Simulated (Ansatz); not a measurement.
# Ni3Ge: the cost of one run

Program: Ansatz 0.2.0. Level of theory: DFT PBEsol, scalar-relativistic, plane waves, PAW. These are calculated values, not measurements.

2 further runs of the same task are left out: 2 set aside as unsound or not needed. Runs told in other sessions of the task aren't counted.

## (1) The starting structure

It takes space group Pm-3m (No. 221, cubic). The conventional cell has a = 3.525 Å, b = 3.525 Å, c = 3.525 Å, α = 90.00°, β = 90.00°, γ = 90.00°. Around Ni (site symmetry 4/mmm) lie 8 Ni at 2.49 Å and 4 Ge at 2.49 Å. Around Ge (site symmetry m-3m) lie 12 Ni at 2.49 Å.

As a file:

```
Ni Ge
1.0
    -3.52491    0.00000   -3.52491
     0.00000   -3.52491   -3.52491
    -3.52491   -3.52491    0.00000
Ni Ge
6 2
Direct
  0.50000 0.00000 0.00000
  0.00000 0.50000 0.50000
  0.50000 0.00000 0.50000
  0.00000 0.50000 0.00000
  0.00000 0.00000 0.50000
  0.50000 0.50000 0.00000
  0.00000 0.00000 0.00000
  0.50000 0.50000 0.50000
```

It goes back to an entry of the Materials Project, which need not be the stable form.

It is built from the cell relaxed beforehand with the same method (10.95 Å³/atom).

## (2) The reference cell

The cell is repeated 2 times, 8 atoms in all. Reference values: F = -43339.5989 eV; pressure 0.02 GPa; largest force 0.000 eV/Å; gap on the mesh none (metal). It was computed beforehand with the settings of the runs below.

## (3) The scan: freezing in a mode

Mode 21 of the phonon run on this cell, counted from the lowest, is frozen in: each atom moves by x times its row below, so x is the largest displacement.

```
atom     ux     uy      uz
 Ni1  0.000  0.000   0.734
 Ni2  0.000  0.000   0.734
 Ni3  0.000  0.000   0.734
 Ni4  0.000  0.000   0.734
 Ni5  0.000  0.000  -1.000
 Ni6  0.000  0.000  -1.000
 Ge7  0.000  0.000  -0.378
 Ge8  0.000  0.000  -0.378
```

## (4) x = -0.200 Å

File input.yaml:

```yaml
crystal:
  lattice:
    - [-3.5249142746, 0.0, -3.5249142746]
    - [0.0, -3.5249142746, -3.5249142746]
    - [-3.5249142746, -3.5249142746, 0.0]
  atoms:
    - { symbol: Ni, position: [0.5208214023, 0.0208214023, -0.0208214023] }
    - { symbol: Ni, position: [0.0208214023, 0.5208214023, 0.4791785977] }
    - { symbol: Ni, position: [0.5208214023, 0.0208214023, 0.4791785977] }
    - { symbol: Ni, position: [0.0208214023, 0.5208214023, -0.0208214023] }
    - { symbol: Ni, position: [-0.0283694843, -0.0283694843, 0.5283694843] }
    - { symbol: Ni, position: [0.4716305157, 0.4716305157, 0.0283694843] }
    - { symbol: Ge, position: [-0.0107263706, -0.0107263706, 0.0107263706] }
    - { symbol: Ge, position: [0.4892736294, 0.4892736294, 0.5107263706] }
basis:
  ecutwfc: 420
kpoints:
  mp_grid: { grid: [12, 12, 12] }
hamiltonian:
  xc: pbesol
scf:
  occupations: { method: gaussian, width: 0.15 }
output:
  forces: true
  stress: true
  eigenvalues: true
```

Started as:

```sh
ansatz run input.yaml --threads 2 --pin off --max-ram 5120MiB --backend cpu --events-out ev --progress --plain --runs-dir out
```

Q: Estimate wall time and peak memory on 2 threads of AMD EPYC 9R45 (Zen 5), shared host.

About 24 s, with a peak of 1.1 GiB.
